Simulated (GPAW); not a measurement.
Write an ASE script for GPAW 26.7.0 that does the following.

- Task: equation of state
- Functional: LDA
- Potentials or basis: the program's PAW data sets (release 1.2.1) made for this functional
- Cutoff: 600 eV
- Basis: pw
- k mesh: 4 × 4 × 4
- Occupations: fermi-dirac, width 0.05 eV
- Spin: collinear spin, ferromagnetic start
- Starting moments: [2.0, 2.0, 2.0, 2.0, 0.0, 0.0, 0.0, 0.0] μB
- Maxiter: 150
- Eos scales: [0.94, 0.96, 0.98, 1.0, 1.02, 1.04, 1.06]

Crystal: CoSi.

```
Co Si
1.0
     4.43800    0.00000    0.00000
     0.00000    4.43800    0.00000
     0.00000    0.00000    4.43800
Co Si
4 4
Direct
  0.86000 0.64000 0.36000
  0.64000 0.36000 0.86000
  0.14000 0.14000 0.14000
  0.36000 0.86000 0.64000
  0.15700 0.34300 0.65700
  0.34300 0.65700 0.15700
  0.84300 0.84300 0.84300
  0.65700 0.15700 0.34300
```

These files were run (other wordings do the same):

run.py

```python
from ase.eos import EquationOfState
from ase.io import Trajectory
from ase.spacegroup import crystal
from ase.units import GPa
from gpaw import GPAW, PW

# Co 4a
# Si 4a
atoms = crystal(['Co', 'Si'],
                basis=[[0.86, 0.64, 0.36],
                       [0.157, 0.343, 0.657]],
                spacegroup=198, setting=1,  # P2_13
                cellpar=[4.438, 4.438, 4.438, 90.0, 90.0, 90.0],
                primitive_cell=True)
atoms.set_initial_magnetic_moments([2.0, 2.0, 2.0, 2.0, 0.0, 0.0, 0.0, 0.0])

traj = Trajectory('eos.traj', 'w')
volumes, energies = [], []
for x in [0.94, 0.96, 0.98, 1.0, 1.02, 1.04, 1.06]:
    a = atoms.copy()
    a.set_cell(atoms.cell * x**(1 / 3), scale_atoms=True)
    calc = GPAW(mode=PW(600),
                xc='LDA',
                kpts={'size': (4, 4, 4), 'gamma': True},
                occupations={'name': 'fermi-dirac', 'width': 0.05},
                nbands=51,
                convergence={'density': 1e-05, 'energy': 1e-05},
                maxiter=150,
                txt=f'eos-{x:.2f}.txt')
    a.calc = calc
    energies.append(a.get_potential_energy(force_consistent=True))
    volumes.append(a.get_volume())
    p = -a.get_stress()[:3].mean() / GPa
    calc.write(f'eos-{x:.2f}.gpw')
    traj.write(a)
    print(f'{x:.2f} {volumes[-1]:10.4f} A^3 {energies[-1]:14.6f} eV {p:9.3f} GPa', flush=True)

v0, e0, B = EquationOfState(volumes, energies, eos='birchmurnaghan').fit()
print(f'V0 = {v0:.4f} A^3, E0 = {e0:.6f} eV, B0 = {B / GPa:.2f} GPa')
```

Potentials or basis: the program's PAW data sets (release 1.2.1) made for this functional, pw.

Run with:

```sh
$ OMP_NUM_THREADS=1 python run.py
```

Results of the run:

```yaml
Equilibrium_volume: 10.42 Å³/atom
Bulk_modulus_at_fixed_shape_and_positions: 258 GPa
Pressure_derivative_of_the_bulk_modulus: 4.5
```

Caveat: the cell was scaled at fixed shape and fractional positions, which overstates the stiffness of a crystal with free parameters, most of all of layers and chains.

It took 15 min on 1 thread of Arm Neoverse V1, with other jobs on the host, peak memory 0.61 GiB.
